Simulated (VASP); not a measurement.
A run of VASP 6.6.1 is set up as follows.

File INCAR:

```
SYSTEM = Cu
PREC = Accurate ; ENCUT = 520
EDIFF = 1E-6 ; ISMEAR = 0
SIGMA = 0.011 ; LREAL = .FALSE.
LASPH = .TRUE. ; NELM = 60
ALGO = Normal ; ISIF = 2
LWAVE = .FALSE. ; LCHARG = .FALSE.
GGA = PE
```

KPOINTS

```
Automatic mesh
0
G
  13 13 13
  0 0 0
```

POSCAR

```
Cu
1.0
    0.0000000000      1.8075000000      1.8075000000
    1.8075000000      0.0000000000      1.8075000000
    1.8075000000      1.8075000000      0.0000000000
Cu
1
Direct
    0.0000000000      0.0000000000      0.0000000000
```

Potentials or basis: VASP PAW PBE potentials, release 64 (Cu).

Command:

```bash
$ cat potpaw_PBE.64/Cu/POTCAR > POTCAR
$ mpirun -np 1 vasp_std > vasp.out
```

**Question.** Predict the pressure.

**Answer.** 2.2 GPa.

**Question.** Estimate the band gap on the k mesh.

**Answer.** None (metal or under the smearing width).
